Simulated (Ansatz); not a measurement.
# Residual resistivity of an alloy: Pt(111) with 4 layers of random Pt-Os, 2x2

Aim: the residual resistivity of a random alloy, from Pt(111) with 4 layers of random Pt-Os, 2x2 and longer regions.

Calculated with Ansatz 0.2.0; Ansatz plane-wave DFT, PBE, PAW files; ballistic transport by layer matching (Landauer), zero bias; PAW set soft_1.

### 1. Starting point

The cell holds 40 atoms: 36 Pt and 4 Os. Its edges and angles: a = 5.546 Å, b = 5.546 Å, c = 22.699 Å, α = 93.5°, β = 86.5°, γ = 120.0°. It derives from Pt. Regions: lead, 24 atoms (24 Pt); scattering region, 16 atoms (4 Os and 12 Pt). The structure is stacked along c, and the current runs across the ab planes.

### 2. With 4 alloy layers

In 4 layers a share of 0.25 of the sites is given to Os at random. The layers about the cell's end stay perfect and serve as the lead. Disorder leaves little or no symmetry, which makes such runs dear. Energies from -0.05 to 0.05 eV in steps of 0.05 eV are too few for the program's thermal sum, so it prints no conductance; for a metal the transmission near the Fermi level serves, at a fraction of the cost.

The input, input.yaml:

```yaml
crystal:
  lattice:
    - [5.5462627489, 0.0, 0.0]
    - [-2.7731313745, 4.8032044366, 0.0]
    - [1.3865656872, -0.8005340728, 22.6425228571]
  atoms:
    - { symbol: Pt, position: [0.9916666667, 0.0083333333, 0.05] }
    - { symbol: Pt, position: [0.9916666667, 0.5083333333, 0.05] }
    - { symbol: Pt, position: [0.4916666667, 0.0083333333, 0.05] }
    - { symbol: Pt, position: [0.4916666667, 0.5083333333, 0.05] }
    - { symbol: Pt, position: [0.1416666667, 0.3583333333, 0.15] }
    - { symbol: Pt, position: [0.1416666667, 0.8583333333, 0.15] }
    - { symbol: Pt, position: [0.6416666667, 0.3583333333, 0.15] }
    - { symbol: Pt, position: [0.6416666667, 0.8583333333, 0.15] }
    - { symbol: Pt, position: [0.2916666667, 0.2083333333, 0.25] }
    - { symbol: Pt, position: [0.2916666667, 0.7083333333, 0.25] }
    - { symbol: Pt, position: [0.7916666667, 0.2083333333, 0.25] }
    - { symbol: Pt, position: [0.7916666667, 0.7083333333, 0.25] }
    - { symbol: Os, position: [0.9416666667, 0.0583333333, 0.35] }
    - { symbol: Pt, position: [0.9416666667, 0.5583333333, 0.35] }
    - { symbol: Pt, position: [0.4416666667, 0.0583333333, 0.35] }
    - { symbol: Pt, position: [0.4416666667, 0.5583333333, 0.35] }
    - { symbol: Pt, position: [0.0916666667, 0.4083333333, 0.45] }
    - { symbol: Pt, position: [0.0916666667, 0.9083333333, 0.45] }
    - { symbol: Os, position: [0.5916666667, 0.4083333333, 0.45] }
    - { symbol: Pt, position: [0.5916666667, 0.9083333333, 0.45] }
    - { symbol: Pt, position: [0.2416666667, 0.2583333333, 0.55] }
    - { symbol: Pt, position: [0.2416666667, 0.7583333333, 0.55] }
    - { symbol: Pt, position: [0.7416666667, 0.2583333333, 0.55] }
    - { symbol: Pt, position: [0.7416666667, 0.7583333333, 0.55] }
    - { symbol: Os, position: [0.8916666667, 0.1083333333, 0.65] }
    - { symbol: Pt, position: [0.8916666667, 0.6083333333, 0.65] }
    - { symbol: Pt, position: [0.3916666667, 0.1083333333, 0.65] }
    - { symbol: Os, position: [0.3916666667, 0.6083333333, 0.65] }
    - { symbol: Pt, position: [0.0416666667, 0.4583333333, 0.75] }
    - { symbol: Pt, position: [0.0416666667, 0.9583333333, 0.75] }
    - { symbol: Pt, position: [0.5416666667, 0.4583333333, 0.75] }
    - { symbol: Pt, position: [0.5416666667, 0.9583333333, 0.75] }
    - { symbol: Pt, position: [0.1916666667, 0.3083333333, 0.85] }
    - { symbol: Pt, position: [0.1916666667, 0.8083333333, 0.85] }
    - { symbol: Pt, position: [0.6916666667, 0.3083333333, 0.85] }
    - { symbol: Pt, position: [0.6916666667, 0.8083333333, 0.85] }
    - { symbol: Pt, position: [0.8416666667, 0.1583333333, 0.95] }
    - { symbol: Pt, position: [0.8416666667, 0.6583333333, 0.95] }
    - { symbol: Pt, position: [0.3416666667, 0.1583333333, 0.95] }
    - { symbol: Pt, position: [0.3416666667, 0.6583333333, 0.95] }
kpoints:
  mp_grid: { grid: [5, 5, 1] }
hamiltonian:
  xc: pbe
  pseudopotentials: { kind: paw, azcp: { folder: soft_1 } }
scf:
  occupations: { method: fermi_dirac, width: 0.1 }
output:
  transmission:
    leads: [[0, 4]]
    kmesh: [10, 10]
    e_range: [-0.05, 0.05]
    de: 0.05
  write_potential: true
  write_density: true
  volumetric_format: npy
```

Command:

```console
$ ansatz run input.yaml --threads 4 --pin off --max-ram 15360MiB --backend cpu --events-out ev --progress --plain --runs-dir out
```

Numbers of over 12 decimals in the logs are rounded to 6 here.

Output:

```text
Engine: ansatz 0.2.0, aarch64-unknown-linux-gnu
Pseudopotentials: kind: paw
Pseudopotential: Pt, paw, valence charge 18, recommended cutoff 420 eV (normal), soft_1/Pt.paw.azcp
Pseudopotential: Os, paw, valence charge 16, recommended cutoff 420 eV (normal), soft_1/Os.paw.azcp
Functional definition: PBE
  parameter kappa = 0.804
  parameter beta = 0.066725
  exchange = pbe_x(kappa = kappa, mu = beta*pi^2/3)
  correlation = pbe_c(beta = beta)
Crystal: 40 atoms, lattice volume = 603.193 Å³
Basis set: ecut = 420 eV, 11827 PW (Γ)
Bands: 428, of which v1, the nominal top of the filled ones, is band 356 counted from 1 (355 counted from 0)
Symmetry: 2 space group operations
Space group: Cm (ITA 8), of the structure as read, at distance tolerance 8.4e-5 Å
k-points: 9 of 25 (time reversal used)
Non-local potential: Pt, projectors of the file, l = 0: 3, l = 1: 2, l = 2: 2, l = 3: 1
Non-local potential: Os, projectors of the file, l = 0: 3, l = 1: 2, l = 2: 2, l = 3: 1
PAW form: soft (Blöchl's): semilocal exchange-correlation on the pseudo side does not see the compensation charge
PAW one-centre angular grid: Pt, 590 points (default); XC on 64 Gauss nodes
PAW one-centre angular grid: Os, 590 points (default); XC on 64 Gauss nodes
Initial density: superposition of atomic densities (chi_scale 0.1, normalization cell, long waves kept (reshape's long-wave potential 0.91 eV rms))
Initial wavefunctions: pseudopotential atomic-orbital guess
Functional: x = pbe(κ = 0.804, μ = 0.219515), c = pbe(β = 0.066725)
SCF iter   1: F=—  HF=-496485.101312 eV  |F-HF|=—  |Δ(HF+E_count)|=         —  Δρ=1.74e-1  dr2=4.50e3  ethr=3.10e-3  ⟨swp⟩=5.0  Hψ=11786  notcnv=0  defer=198
preconditioner: auto → Kerker (q_TF=auto, 2.805 Å⁻¹)  [metal: Δε(μ)=0.012 eV  Ē_g=8.290 eV  σ=0.100 eV  W_gap=0.03  n_scr=240 (ndim 8)  ℏωp=29.9 eV  f_vac=0.000  D(μ)=30.92/eV (n_scr^D=292)]
SCF iter   2: F=—  HF=-496441.226427 eV  |F-HF|=—  |Δ(HF+E_count)|=    4.39e1  Δρ=7.09e-2  dr2=1.08e3  ethr=3.10e-3  ⟨swp⟩=2.0  Hψ=6259  notcnv=0  defer=303
SCF iter   3: F=—  HF=-496433.959026 eV  |F-HF|=—  |Δ(HF+E_count)|=    7.27e0  Δρ=5.33e-2  dr2=1.18e2  ethr=3.10e-3  ⟨swp⟩=2.3  Hψ=6393  notcnv=0  defer=311
SCF iter   4: F=—  HF=-496432.212585 eV  |F-HF|=—  |Δ(HF+E_count)|=    1.75e0  Δρ=2.77e-2  dr2=1.74e2  ethr=3.10e-3  ⟨swp⟩=2.0  Hψ=4514  notcnv=0  defer=317
SCF iter   5: F=—  HF=-496431.685067 eV  |F-HF|=—  |Δ(HF+E_count)|=   5.28e-1  Δρ=1.98e-2  dr2=8.08e1  ethr=3.10e-3  ⟨swp⟩=1.0  Hψ=3737  notcnv=0  defer=317
SCF iter   6: F=—  HF=-496431.265264 eV  |F-HF|=—  |Δ(HF+E_count)|=   4.20e-1  Δρ=7.00e-3  dr2=9.78e0  ethr=3.10e-3  ⟨swp⟩=1.0  Hψ=3535  notcnv=0  defer=317
SCF iter   7: F=—  HF=-496431.207109 eV  |F-HF|=—  |Δ(HF+E_count)|=   5.82e-2  Δρ=5.72e-4  dr2=6.91e-2  ethr=1.37e-3  ⟨swp⟩=1.1  Hψ=4136  notcnv=0  defer=317
SCF iter   8: F=—  HF=-496431.206860 eV  |F-HF|=—  |Δ(HF+E_count)|=   2.49e-4  Δρ=1.89e-4  dr2=6.16e-3  ethr=9.70e-6  ⟨swp⟩=1.0  Hψ=3635  notcnv=0  defer=317
SCF iter   9: F=—  HF=-496431.206853 eV  |F-HF|=—  |Δ(HF+E_count)|=   6.78e-6  Δρ=3.15e-5  dr2=9.69e-5  ethr=8.65e-7  ⟨swp⟩=1.0  Hψ=3535  notcnv=0  defer=317
SCF iter  10: F=—  HF=-496431.205615 eV  |F-HF|=—  |Δ(HF+E_count)|=   1.24e-3  Δρ=7.61e-6  dr2=6.38e-6  ethr=1.36e-8  ⟨swp⟩=1.0  Hψ=3607  notcnv=0  defer=317
SCF iter  11: F=—  HF=-496431.205615 eV  |F-HF|=—  |Δ(HF+E_count)|=   1.13e-7  Δρ=1.97e-6  dr2=4.25e-7  ethr=8.96e-10  ⟨swp⟩=1.0  Hψ=3535  notcnv=0  defer=317
SCF iter  12: F=-496431.205615 eV  HF=-496431.205615 eV  |F-HF|=2.66e-8  |Δ(HF+E_count)|=   4.89e-9  Δρ=6.81e-7  dr2=2.79e-8  ethr=1.40e-11  ⟨swp⟩=8.6  Hψ=11312  notcnv=0
SCF 1 converged in 12 iterations: F = -496431.205615 eV  dr2 = 2.79e-8
  greatest PAW one-centre occupation: 1.000 electrons in one spin orbital (limit 2), on the Pt atom at site 26 (counted from 0), in its partial waves of l = 0
transmission: 124 of 1240 steps passed
transmission: 250 of 1240 steps passed
[...]
transmission: 1240 of 1240 steps passed
SCF converged after 12 iterations
Free energy (F): -496431.205615 eV
Harris-Foulkes:  -496431.205615 eV  (|F-HF|=2.66e-8)
Internal energy: -496429.246189 eV  (E = F + TS)
E sigma→0 (E₀):  -496430.225902 eV
Entropy (-TS):   -1.959426 eV (-48.986 meV/atom)
Fermi energy:    23.538879 eV
--- Per-component energies (eV) ---
  E_band       = -5013.748979
  E_kinetic    = 23460.891298
  E_local      = -55575.725321  (includes V_loc(G=0)·N_el)
  E_nonlocal   = 8122.811440
  E_hartree    = 21085.315309
  E_xc         = -9304.741818
  E_vxc        = -10762.759580  (∫ρ·V_xc dr)
  E_paw        = -377607.540765  (= ΣΔE_a)
  E_vpaw       = -12429.639872  (= ΣTr[D̂ρ^β])
  E_aug_tail   = 0.042019  (compensation charges beyond the density's cutoff)
  E_ewald      = -106610.298351
  E_smearing   = -1.959426  (= −TS)
  E_closure    = -0.000000  (closes the sum)
  Σ components = -496431.205615   (vs F -496431.205615, Δ=0.00e0)
--- Band table (eV; the first three rows and the last of 9) ---
  k-point 0: bands = [... 352 lower, 23.7152, 23.7417, 23.7660, 23.7896, 23.8262, 23.9082, 23.9323, 23.9332, ... 68 higher]
  k-point 1: bands = [... 352 lower, 23.5672, 23.6032, 23.6367, 23.6781, 23.6908, 23.7346, 23.7685, 23.7962, ... 68 higher]
  k-point 2: bands = [... 352 lower, 23.3592, 23.4333, 23.4628, 23.5041, 23.5221, 23.5710, 23.5901, 23.6228, ... 68 higher]
  k-point 8: bands = [... 352 lower, 23.4221, 23.4746, 23.4958, 23.5160, 23.5173, 23.5601, 23.5801, 23.6030, ... 68 higher]
--- Transmission ---
  basis      : 241 plane waves across, 40 finite elements along
  points     : 31, standing for a mesh of 10 x 10
  energies   : 3 from -0.050000 to 0.050000 eV about the Fermi level, 0.050000 eV apart; the leads are filled to 0.000000 eV, and channels, transmission and decay are at 0.000000 eV
  crystal 0  : Pt4, at the sites [0, 4], period 2.2643 Å, over 13.59 Å; its Hamiltonian steps by up to 19.5 meV
    offset         : up to 0.0000 Å between an atom of the period and one for which it stands
    channels       : 6.890000e0 a spin
    conductance    : none, the energies end too early or step too widely for 300 K: set another output.transmission.e_range or a lower de, or, where they end at an eighth of basis.ecutwfc, a higher one
  junction   : crystal 0 to crystal 0, 0.70 to 21.08 Å
    transmission   : 2.963671e0 a spin
    conductance    : none, the energies end too early or step too widely for 300 K: set another output.transmission.e_range or a lower de, or, where they end at an eighth of basis.ecutwfc, a higher one
```

Elapsed: 6 min, on 4 threads of Arm Neoverse V1, shared host; peak memory 5.2 GiB.

Numbers from this step:

```yaml
free_energy: -496431.2056 eV
energy_at_zero_smearing: -496430.2259 eV
fermi_energy: 23.54 eV
cell_area: 26.64 Å²
transmission_per_spin_nearest_the_fermi_level: 2.964
open_channels_per_spin_nearest_the_fermi_level: 6.89
step_of_the_lead_s_potential: 19.5 meV
```

Per spin. Transmission, zone mean against energy, zero at the Fermi level:

```csv
energy (eV),"transmission, zone mean"
-0.0500,3.10
0.0000,2.96
0.0500,2.88
```

Per spin. The open channels, zone mean, lead by energy, zero at the Fermi level:

```csv
energy (eV),"open channels, zone mean, lead"
-0.0500,7.06
0.0000,6.89
0.0500,6.27
```

Transmission over k1 and k2. At 0.0000 eV from the Fermi level.

Ten even steps from '0' (0.79) to '9' (4.11):
```
9977799402
3796687500
3767296854
9762773679
7989757989
9976377267
3458692767
3005786697
9204997779
6933979339
```
Columns: k1 (b1) from -0.5 to 0.4; rows upwards: k2 (b2) from -0.5 to 0.4.

Open channels over k1 and k2. At 0.0000 eV from the Fermi level.

Values, 10 rows by 10 columns:
```
10.0  8.0  7.0  6.0  7.0  8.0 10.0  4.0  3.0  4.0
 6.0  7.0  8.0  6.0  6.0  8.0  7.0  6.0  3.0  3.0
 6.0  6.0  6.0  9.0  4.0  9.0  6.0  6.0  6.0  4.0
10.0  7.0  6.0  4.0  9.0  9.0  4.0  6.0  7.0 10.0
10.0  8.0  8.0  9.0  9.0  5.0  9.0  9.0  8.0  8.0
10.0 10.0  7.0  6.0  4.0  9.0  9.0  4.0  6.0  7.0
 6.0  4.0  6.0  6.0  6.0  9.0  4.0  9.0  6.0  6.0
 6.0  3.0  3.0  6.0  7.0  8.0  6.0  6.0  8.0  7.0
10.0  4.0  3.0  4.0 10.0  8.0  7.0  6.0  7.0  8.0
10.0 10.0  6.0  6.0 10.0 10.0 10.0  6.0  6.0 10.0
```
Columns: k1 (b1) from -0.5 to 0.4; rows upwards: k2 (b2) from -0.5 to 0.4.

Over the solved energies the transmission per spin lies between 2.88 and 3.10, out of 6.74 channels of the lead on average (up to 7.06).

### 3. With 8 alloy layers

In 8 layers a share of 0.25 of the sites is given to Os at random. A fresh draw is used; the growth of the resistance with length is what counts.

System of this step: Pt(111) with 8 layers of random Pt-Os, 2x2. The cell holds 56 atoms: 48 Pt and 8 Os. Its edges and angles: a = 5.546 Å, b = 5.546 Å, c = 31.740 Å, α = 87.5°, β = 92.5°, γ = 120.0°. It derives from Pt. Regions: lead, 24 atoms (24 Pt); scattering region, 32 atoms (24 Pt and 8 Os). The structure is stacked along c, and the current runs across the ab planes.

The input, input.yaml:

```yaml
crystal:
  lattice:
    - [5.5462627489, 0.0, 0.0]
    - [-2.7731313745, 4.8032044366, 0.0]
    - [-1.3865656872, 0.8005340728, 31.6995319999]
  atoms:
    - { symbol: Pt, position: [0.005952381, 0.994047619, 0.0357142857] }
    - { symbol: Pt, position: [0.005952381, 0.494047619, 0.0357142857] }
    - { symbol: Pt, position: [0.505952381, 0.994047619, 0.0357142857] }
    - { symbol: Pt, position: [0.505952381, 0.494047619, 0.0357142857] }
    - { symbol: Pt, position: [0.1845238095, 0.3154761905, 0.1071428571] }
    - { symbol: Pt, position: [0.1845238095, 0.8154761905, 0.1071428571] }
    - { symbol: Pt, position: [0.6845238095, 0.3154761905, 0.1071428571] }
    - { symbol: Pt, position: [0.6845238095, 0.8154761905, 0.1071428571] }
    - { symbol: Pt, position: [0.3630952381, 0.1369047619, 0.1785714286] }
    - { symbol: Pt, position: [0.3630952381, 0.6369047619, 0.1785714286] }
    - { symbol: Pt, position: [0.8630952381, 0.1369047619, 0.1785714286] }
    - { symbol: Pt, position: [0.8630952381, 0.6369047619, 0.1785714286] }
    - { symbol: Pt, position: [0.0416666667, 0.9583333333, 0.25] }
    - { symbol: Pt, position: [0.0416666667, 0.4583333333, 0.25] }
    - { symbol: Pt, position: [0.5416666667, 0.9583333333, 0.25] }
    - { symbol: Pt, position: [0.5416666667, 0.4583333333, 0.25] }
    - { symbol: Pt, position: [0.2202380952, 0.2797619048, 0.3214285714] }
    - { symbol: Pt, position: [0.2202380952, 0.7797619048, 0.3214285714] }
    - { symbol: Pt, position: [0.7202380952, 0.2797619048, 0.3214285714] }
    - { symbol: Pt, position: [0.7202380952, 0.7797619048, 0.3214285714] }
    - { symbol: Pt, position: [0.3988095238, 0.1011904762, 0.3928571429] }
    - { symbol: Os, position: [0.3988095238, 0.6011904762, 0.3928571429] }
    - { symbol: Pt, position: [0.8988095238, 0.1011904762, 0.3928571429] }
    - { symbol: Pt, position: [0.8988095238, 0.6011904762, 0.3928571429] }
    - { symbol: Os, position: [0.0773809524, 0.9226190476, 0.4642857143] }
    - { symbol: Pt, position: [0.0773809524, 0.4226190476, 0.4642857143] }
    - { symbol: Pt, position: [0.5773809524, 0.9226190476, 0.4642857143] }
    - { symbol: Os, position: [0.5773809524, 0.4226190476, 0.4642857143] }
    - { symbol: Os, position: [0.255952381, 0.244047619, 0.5357142857] }
    - { symbol: Pt, position: [0.255952381, 0.744047619, 0.5357142857] }
    - { symbol: Pt, position: [0.755952381, 0.244047619, 0.5357142857] }
    - { symbol: Pt, position: [0.755952381, 0.744047619, 0.5357142857] }
    - { symbol: Pt, position: [0.4345238095, 0.0654761905, 0.6071428571] }
    - { symbol: Pt, position: [0.4345238095, 0.5654761905, 0.6071428571] }
    - { symbol: Pt, position: [0.9345238095, 0.0654761905, 0.6071428571] }
    - { symbol: Pt, position: [0.9345238095, 0.5654761905, 0.6071428571] }
    - { symbol: Pt, position: [0.1130952381, 0.8869047619, 0.6785714286] }
    - { symbol: Os, position: [0.1130952381, 0.3869047619, 0.6785714286] }
    - { symbol: Pt, position: [0.6130952381, 0.8869047619, 0.6785714286] }
    - { symbol: Pt, position: [0.6130952381, 0.3869047619, 0.6785714286] }
    - { symbol: Os, position: [0.2916666667, 0.2083333333, 0.75] }
    - { symbol: Pt, position: [0.2916666667, 0.7083333333, 0.75] }
    - { symbol: Os, position: [0.7916666667, 0.2083333333, 0.75] }
    - { symbol: Os, position: [0.7916666667, 0.7083333333, 0.75] }
    - { symbol: Pt, position: [0.4702380952, 0.0297619048, 0.8214285714] }
    - { symbol: Pt, position: [0.4702380952, 0.5297619048, 0.8214285714] }
    - { symbol: Pt, position: [0.9702380952, 0.0297619048, 0.8214285714] }
    - { symbol: Pt, position: [0.9702380952, 0.5297619048, 0.8214285714] }
    - { symbol: Pt, position: [0.1488095238, 0.8511904762, 0.8928571429] }
    - { symbol: Pt, position: [0.1488095238, 0.3511904762, 0.8928571429] }
    - { symbol: Pt, position: [0.6488095238, 0.8511904762, 0.8928571429] }
    - { symbol: Pt, position: [0.6488095238, 0.3511904762, 0.8928571429] }
    - { symbol: Pt, position: [0.3273809524, 0.1726190476, 0.9642857143] }
    - { symbol: Pt, position: [0.3273809524, 0.6726190476, 0.9642857143] }
    - { symbol: Pt, position: [0.8273809524, 0.1726190476, 0.9642857143] }
    - { symbol: Pt, position: [0.8273809524, 0.6726190476, 0.9642857143] }
kpoints:
  mp_grid: { grid: [5, 5, 1] }
hamiltonian:
  xc: pbe
  pseudopotentials: { kind: paw, azcp: { folder: soft_1 } }
scf:
  occupations: { method: fermi_dirac, width: 0.1 }
output:
  transmission:
    leads: [[0, 4]]
    kmesh: [10, 10]
    e_range: [-0.05, 0.05]
    de: 0.05
  write_potential: true
  write_density: true
  volumetric_format: npy
```

Output:

```text
[...]
Crystal: 56 atoms, lattice volume = 844.470 Å³
Basis set: ecut = 420 eV, 16521 PW (Γ)
Bands: 596, of which v1, the nominal top of the filled ones, is band 496 counted from 1 (495 counted from 0)
Symmetry: 1 space group operations
[...]
k-points: 13 of 25 (time reversal used)
[...]
SCF iter   1: F=—  HF=-692310.613935 eV  |F-HF|=—  |Δ(HF+E_count)|=         —  Δρ=1.37e-1  dr2=1.58e3  ethr=3.10e-3  ⟨swp⟩=5.0  Hψ=23550  notcnv=0  defer=173
[...]
SCF iter  11: F=-692270.516478 eV  HF=-692270.516478 eV  |F-HF|=1.09e-8  |Δ(HF+E_count)|=   3.96e-9  Δρ=4.21e-7  dr2=1.19e-8  ethr=1.01e-11  ⟨swp⟩=8.4  Hψ=22046  notcnv=0
SCF 1 converged in 11 iterations: F = -692270.516478 eV  dr2 = 1.19e-8
[...]
transmission: 300 of 2964 steps passed
transmission: 594 of 2964 steps passed
[...]
transmission: 2964 of 2964 steps passed
SCF converged after 11 iterations
Free energy (F): -692270.516478 eV
[...]
Internal energy: -692267.889239 eV  (E = F + TS)
E sigma→0 (E₀):  -692269.202859 eV
Entropy (-TS):   -2.627238 eV (-46.915 meV/atom)
Fermi energy:    23.561127 eV
[...]
--- Band table (eV; the first three rows and the last of 13) ---
  k-point 0: bands = [... 492 lower, 23.8304, 23.8366, 23.8449, 23.8528, 23.9022, 23.9225, 23.9584, 23.9658, ... 96 higher]
  k-point 1: bands = [... 492 lower, 23.6367, 23.6533, 23.6910, 23.7134, 23.7353, 23.7532, 23.7756, 23.8073, ... 96 higher]
  k-point 2: bands = [... 492 lower, 23.4363, 23.4684, 23.5008, 23.5224, 23.5328, 23.5782, 23.5898, 23.6268, ... 96 higher]
  k-point 12: bands = [... 492 lower, 23.4323, 23.4686, 23.4848, 23.5325, 23.5613, 23.5759, 23.5867, 23.6005, ... 96 higher]
--- Transmission ---
  basis      : 241 plane waves across, 57 finite elements along
  points     : 52, standing for a mesh of 10 x 10
[...]
channels       : 7.010000e0 a spin
[...]
junction   : crystal 0 to crystal 0, 2.96 to 32.40 Å
    transmission   : 2.183301e0 a spin
[...]
```

The job ended after 16 min (4 threads; peak memory 9.6 GiB).

This step gave:

| Item | Value |
| --- | --- |
| free energy | -692270.5165 eV |
| energy at zero smearing | -692269.2029 eV |
| Fermi energy | 23.56 eV |
| transmission per spin nearest the Fermi level | 2.183 |
| open channels per spin nearest the Fermi level | 7.01 |
| step of the lead's potential | 5.6 meV |

Per spin. Transmission, zone mean against energy, zero at the Fermi level:

```csv
energy (eV),"transmission, zone mean"
-0.0500,2.34
0.0000,2.18
0.0500,2.10
```

Over the solved energies the transmission per spin lies between 2.10 and 2.34, out of 6.79 channels of the lead on average (up to 7.04).

(Part 1 of 2 ends here.)

[Logs are printed without paths, hosts, clocks, repeated set-up lines and the standing remarks that a program may print on its own settings, such as how far it seeks lower states.]

[Hosts, paths, dates, database ids (printed as entryN), source tags and the programs' standing remarks are cut or masked in the printed files.]
